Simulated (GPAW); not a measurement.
# PbO2 (Fm-3m) in GPAW: settings compared

One crystal, PbO2, is run at these levels: AM05, PBE; tasks: single point.

Program: GPAW 26.7.0. These are calculated values, not measurements. Logs are shortened: lines on timing, memory, paths and dates and some standing lists are left out, and cuts for length are marked. The log counts tension as positive stress, the text compression.

## (1) The structure

It takes space group Fm-3m (No. 225, cubic). Conventional cell: a = 5.404 Å, b = 5.404 Å, c = 5.404 Å, α = 90.00°, β = 90.00°, γ = 90.00°. Around Pb (site symmetry m-3m) lie 8 O at 2.34 Å. O (site symmetry -43m) has 4 Pb at 2.34 Å as nearest neighbours.

The cell comes from a database or a generator and needn't be the stable form of this composition.

## (2) Single point, AM05

File run.py:

```python
from ase import Atoms
from ase.dft.bandgap import bandgap
from ase.io import write
from ase.units import GPa
from gpaw import GPAW, PW, setup_paths

setup_paths.insert(0, '.')

atoms = Atoms(['Pb', 'O', 'O'],
              cell=[[0.0, 2.701992, 2.701992],
                    [2.701992, 0.0, 2.701992],
                    [2.701992, 2.701992, 0.0]],
              scaled_positions=[[0.0, 0.0, 0.0],
                                [0.75, 0.75, 0.75],
                                [0.25, 0.25, 0.25]],
              pbc=True)

calc = GPAW(mode=PW(550),
            xc='AM05',
            kpts={'size': (7, 7, 7), 'gamma': True},
            occupations={'name': 'fermi-dirac', 'width': 0.05},
            nbands=24,
            maxiter=120,
            txt='gpaw.txt')
atoms.calc = calc
energy = atoms.get_potential_energy()
forces = atoms.get_forces()
stress = atoms.get_stress()
calc.write('gs.gpw')
write('result.traj', atoms)
print(f'Energy: {energy:.6f} eV')
print('Forces (eV/A):')
print(forces.round(4))
print('Stress (GPa):', (stress / GPa).round(3))
print('Fermi level:', round(calc.get_fermi_level(), 4), 'eV')
print(f'Gap: {bandgap(calc)[0]:.4f} eV, direct: {bandgap(calc, direct=True)[0]:.4f} eV')
```

Potentials or basis: PAW data sets generated in the run's folder for this functional, pw.

On the command line:

```sh
$ gpaw-setup -f AM05 O Pb
$ OMP_NUM_THREADS=1 python run.py
```

gpaw.txt:

```text
__  _  _
 | _ |_)|_||  |
 |__||  | ||/\| - 26.7.0

Input parameters:
  mode=PW(ecut=550.0),
  kpts=MonkhorstPack(size=(7, 7, 7), gamma=True),
  maxiter=120,
  nbands=24,
  occupations=Occupations(name='fermi-dirac', width=0.05),
  xc=XC(name='AM05')

Diagonalizing LCAO Hamiltonian
Converting LCAO to pw mode

                    O

           O

       Pb

Atoms  # Å, Bohr magnetons
|   | symbol |        x |        y |        z |    initial magnetic moments |
|---|--------|----------|----------|----------|-----------------------------|
| 0 |     Pb | 0.000000 | 0.000000 | 0.000000 | ( 0.0000,  0.0000,  0.0000) |
| 1 |      O | 4.052988 | 4.052988 | 4.052988 | ( 0.0000,  0.0000,  0.0000) |
| 2 |      O | 1.350996 | 1.350996 | 1.350996 | ( 0.0000,  0.0000,  0.0000) |

Unit cell  # Å
| periodic |        x |        y |        z |  lengths |    angles |
|----------|----------|----------|----------|----------|-----------|
|      yes | 0.000000 | 2.701992 | 2.701992 | 3.821194 | 60.000000 |
|      yes | 2.701992 | 0.000000 | 2.701992 | 3.821194 | 60.000000 |
|      yes | 2.701992 | 2.701992 | 0.000000 | 3.821194 | 60.000000 |

Number of symmetries: 48
Symmetry operations  # r_c * U_cc + t_c -> r_c
|    | kind |            matrix            |
|----|------|------------------------------|
|  0 |  σ   |  1, 0, 0,  1, 0,-1,  1,-1, 0 |
|  1 |  C2  |  1, 0, 0,  1,-1, 0,  1, 0,-1 |
|  2 |  E   |  1, 0, 0,  0, 1, 0,  0, 0, 1 |
|  3 |  σ   |  1, 0, 0,  0, 0, 1,  0, 1, 0 |
|  4 |  C4  |  1, 0,-1,  1, 0, 0,  1,-1, 0 |
|  5 |  S6  |  1, 0,-1,  1,-1, 0,  1, 0, 0 |
|  6 |  σ   |  1, 0,-1,  0, 1,-1,  0, 0,-1 |
|  7 |  C3  |  1, 0,-1,  0, 0,-1,  0, 1,-1 |
|  8 |  S6  |  1,-1, 0,  1, 0, 0,  1, 0,-1 |
|  9 |  C4  |  1,-1, 0,  1, 0,-1,  1, 0, 0 |
| 10 |  C3  |  1,-1, 0,  0,-1, 1,  0,-1, 0 |
| 11 |  σ   |  1,-1, 0,  0,-1, 0,  0,-1, 1 |
| 12 |  σ   |  0, 1, 0,  1, 0, 0,  0, 0, 1 |
| 13 |  C4  |  0, 1, 0,  0, 1,-1, -1, 1, 0 |
| 14 |  C3  |  0, 1, 0,  0, 0, 1,  1, 0, 0 |
| 15 |  S6  |  0, 1, 0, -1, 1, 0,  0, 1,-1 |
| 16 |  C2  |  0, 1,-1,  1, 0,-1,  0, 0,-1 |
| 17 |  σ   |  0, 1,-1,  0, 1, 0, -1, 1, 0 |
| 18 |  S4  |  0, 1,-1,  0, 0,-1,  1, 0,-1 |
| 19 |  C4  |  0, 1,-1, -1, 1, 0,  0, 1, 0 |
| 20 |  C3  |  0, 0, 1,  1, 0, 0,  0, 1, 0 |
| 21 |  σ   |  0, 0, 1,  0, 1, 0,  1, 0, 0 |
| 22 |  S6  |  0, 0, 1,  0,-1, 1, -1, 0, 1 |
| 23 |  C4  |  0, 0, 1, -1, 0, 1,  0,-1, 1 |
| 24 |  S4  |  0, 0,-1,  1, 0,-1,  0, 1,-1 |
| 25 |  C3  |  0, 0,-1,  0, 1,-1,  1, 0,-1 |
| 26 |  C2  |  0, 0,-1,  0,-1, 0, -1, 0, 0 |
| 27 |  S6  |  0, 0,-1, -1, 0, 0,  0,-1, 0 |
| 28 |  S4  |  0,-1, 1,  1,-1, 0,  0,-1, 0 |
| 29 |  C4  |  0,-1, 1,  0, 0, 1, -1, 0, 1 |
| 30 |  C2  |  0,-1, 1,  0,-1, 0,  1,-1, 0 |
| 31 |  σ   |  0,-1, 1, -1, 0, 1,  0, 0, 1 |
| 32 |  C3  |  0,-1, 0,  1,-1, 0,  0,-1, 1 |
| 33 |  S6  |  0,-1, 0,  0, 0,-1, -1, 0, 0 |
| 34 |  S4  |  0,-1, 0,  0,-1, 1,  1,-1, 0 |
| 35 |  C2  |  0,-1, 0, -1, 0, 0,  0, 0,-1 |
| 36 |  C2  | -1, 1, 0,  0, 1, 0,  0, 1,-1 |
| 37 |  S6  | -1, 1, 0,  0, 1,-1,  0, 1, 0 |
| 38 |  S4  | -1, 1, 0, -1, 0, 1, -1, 0, 0 |
| 39 |  C3  | -1, 1, 0, -1, 0, 0, -1, 0, 1 |
| 40 |  S6  | -1, 0, 1,  0, 0, 1,  0,-1, 1 |
| 41 |  C2  | -1, 0, 1,  0,-1, 1,  0, 0, 1 |
| 42 |  C3  | -1, 0, 1, -1, 1, 0, -1, 0, 0 |
| 43 |  S4  | -1, 0, 1, -1, 0, 0, -1, 1, 0 |
| 44 |  C2  | -1, 0, 0,  0, 0,-1,  0,-1, 0 |
| 45 |  i   | -1, 0, 0,  0,-1, 0,  0, 0,-1 |
| 46 |  σ   | -1, 0, 0, -1, 1, 0, -1, 0, 1 |
| 47 |  C2  | -1, 0, 0, -1, 0, 1, -1, 1, 0 |

BZ-sampling:
  Number of BZ points: 343
  Number of IBZ points: 20

  Monkhorst-Pack size: [7, 7, 7]
  Monkhorst-Pack shift: [0, 0, 0]

K-points  # in reciprocal-cell coordinates
|     |                                coordinates |     weight |
|-----|--------------------------------------------|------------|
|   0 | (  0.00000000,   0.00000000,   0.00000000) | 0.00291545 |
|   1 | (  0.14285714,   0.14285714,   0.00000000) | 0.01749271 |
|   2 | (  0.14285714,   0.14285714,   0.14285714) | 0.02332362 |
|   3 | (  0.28571429,   0.14285714,   0.14285714) | 0.03498542 |
|   4 | (  0.28571429,   0.28571429,   0.00000000) | 0.01749271 |
|   5 | (  0.28571429,   0.28571429,   0.14285714) | 0.06997085 |
|   6 | (  0.28571429,   0.28571429,   0.28571429) | 0.02332362 |
|   7 | (  0.42857143,  -0.28571429,  -0.28571429) | 0.03498542 |
|   8 | (  0.42857143,   0.28571429,  -0.42857143) | 0.13994169 |
|   9 | (  0.42857143,   0.28571429,  -0.28571429) | 0.06997085 |
| ... |                                            |            |
|  19 | (  0.42857143,   0.42857143,   0.42857143) | 0.02332362 |

Plane wave coefficients: 1173
Cutoff: 550.0 eV

Spin-components: 1 (collinear spins)
Bands:           24
Projectors:      16
Spin-degeneracy: 2
Datatype:        complex128

Parallelization:
  kpt:    1
  domain: 1
  band:   1

Density:
  Valence electrons: 26.0
  Components: 1
  Grid points: [21 21 21]
  Charge: 0.0  # |e|

Potential:
  Grid points: [21 21 21]

species:
  Pb:
    name:    Lead
    Z:       82.0
    valence: 14
    core:    68
    charge:  0.0  # [|e|]
    compensation charges:
      type: gauss
      rc: 0.38  # [Å]
      lmax: 2
    cutoffs:
      filter: 2.36  # [Å]
      core: 2.43  # [Å]
    projectors
    | kind |    occ | energy [eV] | rcut [Å] |
    |------|--------|-------------|----------|
    |   6s |  2.000 |     -11.995 |    1.259 |
    |   6p |  2.000 |      -3.471 |    1.275 |
    |   5d | 10.000 |     -21.202 |    1.217 |
    |    s |        |      15.216 |    1.259 |
    |    p |        |      23.740 |    1.275 |
    |    d |        |       6.009 |    1.217 |

    Using partial waves for Pb as LCAO basis

  O:
    name:    Oxygen
    Z:       8.0
    valence: 6
    core:    2
    charge:  0.0  # [|e|]
    compensation charges:
      type: gauss
      rc: 0.21  # [Å]
      lmax: 2
    cutoffs:
      filter: 1.17  # [Å]
      core: 0.83  # [Å]
    projectors
    | kind |    occ | energy [eV] | rcut [Å] |
    |------|--------|-------------|----------|
    |   2s |  2.000 |     -23.729 |    0.688 |
    |   2p |  4.000 |      -8.955 |    0.598 |
    |    s |        |       3.482 |    0.688 |
    |    p |        |      18.256 |    0.598 |
    |    d |        |       0.000 |    0.619 |

    Using partial waves for O as LCAO basis

Reference energy: -571043.379702  # eV

eigensolver:
  PPCG
  Converge bands: occupied
  niter=2

density mixing:
  MSR1-Mixer
  Pratt-step length: 0.05
  Maximum mixing coefficient: 0.75
  Old densities: 10
  SVD Regularization: 0.005
  Good broyden scale: 1.0
  Trust region scale: 1.0
  Backstep threshold: 4.0
  History deletion threshold: 6.0
  Fourier metric: weight=20.0, sigma=0.015

occupation numbers:
  Fermi-Dirac:
    width: 0.0500  # eV

poisson solver:
  ecut: 4400.0  # eV

xc functional:
  name: AM05 with 2 nearest neighbor stencil

convergence criteria:
- Maximum [total energy] change in last 3 cyles: 0.0005 eV / valence electron
- Maximum integral of absolute [dens]ity change: 0.0001 electrons / valence electron
- Maximum integral of absolute [eigenst]ate change: 4e-08 eV^2 / valence electron
maximum number of iterations: 120

SCF iterations
|iter     | |      energy | eigst |  dens |
|---------|-|-------------|-------|-------|
|iter:   1| |  -18.740870 | +0.04 |       |
|iter:   2| |  -18.079185 | -1.83 | -0.91 |
|iter:   3| |  -16.446485 | -0.98 | -0.97 |
|iter:   4| |  -16.438701 | -3.28 | -1.54 |
|iter:   5| |  -16.440668c| -3.52 | -1.83 |
|iter:   6| |  -16.440924c| -5.01 | -2.96 |
|iter:   7| |  -16.441001c| -5.60 | -3.32 |
|iter:   8| |  -16.441003c| -7.32 | -4.30c|
|iter:   9| |  -16.441003c| -8.34c| -4.77c|

Converged in 9 steps
Energy contributions relative to reference atoms: (reference = -571043.379702)

Energy contributions:
  Kinetic:          21.037032
  Coulomb:         -18.672189
  Zero:             -0.051713
  External:          0.000000
  Xc:              -18.751515
  Entropy:          -0.005234
  Spinorbit:         0.000000
  ----------------------------
  Free energy:     -16.443620
  Extrapolated:    -16.441003

dipole moment: (-22.079774, -22.079774, -22.079774)  # |e|*Ang

Fermi level: 6.388
Eigenvalues  # (at kpt = [0.000, 0.000, 0.000])
| band index |      eig [eV] | occ [0-2] |
|------------|---------------|-----------|
|          0 |       -12.053 |     2.000 |
|        ... |               |           |
|          6 |        -9.087 |     2.000 |
|          7 |         3.684 |     2.000 |
|          8 |         4.379 |     2.000 |
|          9 |         4.380 |     2.000 |
|         10 |         4.380 |     2.000 |
|         11 |         5.130 |     2.000 |
|         12 |         5.131 |     2.000 |
|         13 |         5.131 |     2.000 |
|         14 |        13.212 |     0.000 |
|         15 |        13.212 |     0.000 |
|         16 |        13.212 |     0.000 |
|         17 |        18.193 |     0.000 |
|         18 |        21.779 |     0.000 |
|         19 |        21.779 |     0.000 |
|         20 |        26.517 |     0.000 |
|         21 |        26.517 |     0.000 |
|        ... |               |           |
|         23 |        28.019 |     0.000 |

No gap
No difference between direct/indirect transitions

Forces  # eV/Ang
|        x |       y |        z |
|----------|---------|----------|
| -0.00000 | 0.00000 | -0.00000 |  # Pb   0
| -0.00000 | 0.00000 |  0.00000 |  # O    1
|  0.00000 | 0.00000 | -0.00000 |  # O    2

Stress tensor  # eV/Ang^3
|         x |         y |         z |
|-----------|-----------|-----------|
|  0.099912 | -0.000000 | -0.000000 |
| -0.000000 |  0.099912 | -0.000000 |
| -0.000000 | -0.000000 |  0.099912 |

# Writing to gs.gpw (mode='')
```

It took 19 s on 1 thread of Arm Neoverse V1, shared host; peak memory 0.14 GiB.

These settings aren't checked as converged: the numbers below hold their error.

Results:

```
Free energy            : -16.4436 eV
Pressure               : -16.0 GPa
Band gap on the k mesh : none (metal or under the smearing width)
```

Caveat: the cutoff is short for stress and forces, so pressures can be off by a GPa or more.

## (3) Single point, PBE

File run.py:

```python
from ase.dft.bandgap import bandgap
from ase.io import read, write
from ase.units import GPa
from gpaw import GPAW, PW, setup_paths

setup_paths.insert(0, '.')

atoms = read('PbO2.xyz')

calc = GPAW(mode=PW(600),
            xc='PBE',
            kpts={'size': (7, 7, 7), 'gamma': True},
            occupations={'name': 'fermi-dirac', 'width': 0.05},
            nbands=24,
            maxiter=120,
            txt='gpaw.txt')
atoms.calc = calc
energy = atoms.get_potential_energy()
forces = atoms.get_forces()
stress = atoms.get_stress()
calc.write('gs.gpw')
write('result.traj', atoms)
print(f'Energy: {energy:.6f} eV')
print('Forces (eV/A):')
print(forces.round(4))
print('Stress (GPa):', (stress / GPa).round(3))
print('Fermi level:', round(calc.get_fermi_level(), 4), 'eV')
print(f'Gap: {bandgap(calc)[0]:.4f} eV, direct: {bandgap(calc, direct=True)[0]:.4f} eV')
```

File PbO2.xyz:

```xyz
3
Lattice="0.0000000000 2.7019920000 2.7019920000 2.7019920000 0.0000000000 2.7019920000 2.7019920000 2.7019920000 0.0000000000" Properties=species:S:1:pos:R:3 pbc="T T T"
Pb     0.0000000000      0.0000000000      0.0000000000
O      4.0529880000      4.0529880000      4.0529880000
O      1.3509960000      1.3509960000      1.3509960000
```

Potentials or basis: PAW data sets generated in the run's folder for this functional, pw.

On the command line:

```sh
$ gpaw-setup -f PBE O Pb
$ OMP_NUM_THREADS=1 python run.py
```

Wall time 21 s (1 thread of Arm Neoverse V1, shared host); peak memory 0.15 GiB.

Results (log left out):

```
Free energy            : -16.2196 eV
Pressure               : -5.7 GPa
Band gap on the k mesh : none (metal or under the smearing width)
```

Levels at points of the mesh, in eV from the Fermi level:
```csv
k point,band 11,band 12,band 13,band 14,band 15,band 16
"(0.00, 0.00, 0.00)",-2.01,-1.25,-1.25,-1.25,6.93,6.93
```

Caveat: the cutoff is short for stress and forces, so pressures can be off by a GPa or more.
